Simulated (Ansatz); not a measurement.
## Ge: a film clamped to a substrate

Method: DFT PBEsol, scalar-relativistic, plane waves, PAW in Ansatz 0.2.0. Cutoff 420 eV, Γ-centred 12×12×8 k-points, Gaussian smearing of 0.15 eV. No spin polarisation. Energies are free energies at this smearing, counted from the undisturbed cell; pressure is positive in compression.

The undisturbed cell (relaxed at this level; this form isn't the usual structure):

```xyz
4
Lattice="3.9970 0.0000 0.0000 -1.9985 3.4615 0.0000 0.0000 0.0000 6.5964" Properties=species:S:1:pos:R:3 pbc="T T T"
Ge    1.9985    1.1538    0.4150
Ge    0.0000    2.3077    3.7132
Ge    1.9985    1.1538    2.8832
Ge    0.0000    2.3077    6.1814
```

The cell (4 atoms, V0 = 91.26 Å³) is strained by p along both x and y and by q along z, fractional coordinates fixed. τp = (1/V0) ∂E/∂p = (σxx + σyy)(1 + p)(1 + q) and τq = (1/V0) ∂E/∂q = σzz(1 + p)², with tension positive.

```
     p q  ΔE (meV/atom)  τp (GPa)  τq (GPa)
 0.000   0.000           0.00     -0.01      0.03
-0.015   0.000           6.45     -6.18     -0.31
 0.015   0.000           5.86      5.37      0.27
 0.000  -0.015           3.05     -0.28     -2.96
 0.000   0.015           2.86      0.29      2.59
```

Task: Get the second derivatives of the energy density.

Result: Central differences give A = ∂τp/∂p = 385 GPa (C11 + C22 + 2 C12), C = ∂τq/∂q = 185 GPa (C33) and the cross term B = ∂τq/∂p = 19.4 GPa (C13 + C23); ∂τp/∂q = 19.2 GPa must equal B, and any difference shows higher-order terms. The ions are clamped.

Task: A film of this crystal grows with z along the normal on a substrate that imposes p. How does its thickness respond, and what does the misfit cost?

Result: Count p and q from the stress-free cell. A free surface needs τq = 0, so q = −(B/C) p = -0.10 p. The energy density left is (A − B²/C) p²/2 = M p², with the biaxial modulus M = 192 GPa; a misfit of 1 % costs 2.73 meV/atom, against 2.74 meV/atom if the thickness were held.

At p = 0.030 the energies along q are 33.6 (q = -0.030), 24.6 (q = -0.015), 22.4 (q = 0.000), 26.2 (q = 0.015), 35.1 (q = 0.030) meV/atom.

Task: Does the linear rule hold at this misfit?

Result: A parabola through the lowest point and its neighbours has its minimum at q = -0.002, 22.4 meV/atom. With the stress left in the starting cell, τp0 and τq0, linear elasticity gives q = −(τq0 + Bp)/C = -0.003 and E = V0(τp0 p + τq0 q + Ap²/2 + Bpq + Cq²/2)/N = 24.5 meV/atom. The two agree within a tenth in energy.

Forces appear on the atoms along this scan, and letting them relax would lower the energy and soften the response. In a metal these slopes depend on the k mesh and the smearing.

The cell is hexagonal diamond (lonsdaleite) germanium, and its thickness barely responds to in-plane strain: q = -0.10 p, so freeing the surface lowers the cost of a 1 % misfit only from 2.74 to 2.73 meV/atom. This contraction is weaker than expected for tetrahedral germanium, and the fixed fractional coordinates are the likely cause. With them, thinning the film must shorten the bonds along z in proportion, whereas a real film can flatten its puckered layers and largely spare those bonds. The small cross term is therefore not a sign of weak Poisson coupling in the material itself.

Compression costs more than equal extension along both strain directions, as expected when bonds soften on stretching and repulsion steepens on shortening. This anharmonicity explains why linear elasticity overestimates the energy at p = 0.030, giving 24.5 against 22.4 meV/atom. For an equally large compressive misfit the error would probably change sign, so the agreement found under tension can't simply be carried over.
